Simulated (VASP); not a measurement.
Write the native input for VASP 6.6.1 that does the following.

```yaml
Task: single point
Functional: PBE
Potentials_or_basis: VASP PAW PBE potentials, release 64 (Sn_d, Se)
Cutoff: 750 eV
k_mesh: 10 × 10 × 6
Occupations: gaussian, width 0.02 eV
Spin: spin-orbit coupling, no magnetisation
Further_INCAR_settings: ALGO = Normal; EDIFF = 1e-08; NBANDS = 42
```

The structure of SnSe2 lies in POSCAR:

```
SnSe2
1.0
    3.8110000000      0.0000000000      0.0000000000
   -1.9055000000      3.3004228138      0.0000000000
    0.0000000000      0.0000000000      6.1360000000
Sn Se
1 2
Direct
    0.0000000000      0.0000000000      0.0000000000
    0.6666666667      0.3333333333      0.7510000000
    0.3333333333      0.6666666667      0.2490000000
```

The input as run:

INCAR

```
  PREC = Accurate
  ENCUT = 750
  EDIFF = 1E-8
  ISMEAR = 0
  SIGMA = 0.02
  LREAL = F
  LASPH = T
  NELM = 100
  ALGO = Normal
  ISIF = 2
  LWAVE = F
  LCHARG = F
  MAGMOM = 0 0 0 0 0 0 0 0 0
  LORBIT = 11
  LSORBIT = T
  GGA_COMPAT = F
  GGA = PE
  NBANDS = 42
```

KPOINTS

```
Automatic mesh
0
Gamma
  10 10 6
```

Potentials or basis: VASP PAW PBE potentials, release 64 (Sn_d, Se).

The run is started by

```bash
$ cat potpaw_PBE.64/Sn_d/POTCAR potpaw_PBE.64/Se/POTCAR > POTCAR
$ mpirun -np 1 vasp_ncl > vasp.out
```

Results of the run:

```yaml
Pressure: 5.7 GPa
Largest_force: 0.810 eV/Å
Valence_electrons_inside_the_program's_atomic_spheres: Sn 12.23; Se 3.85
```

Caveat: this functional lacks dispersion, which binds the layers, so the pressure and a relaxed spacing across them are unreliable.

Run time: 14 min on 1 thread of Intel(R) Xeon(R) Platinum 8375C CPU @ 2.90GHz (Ice Lake) (shared host), peak memory 0.91 GiB.
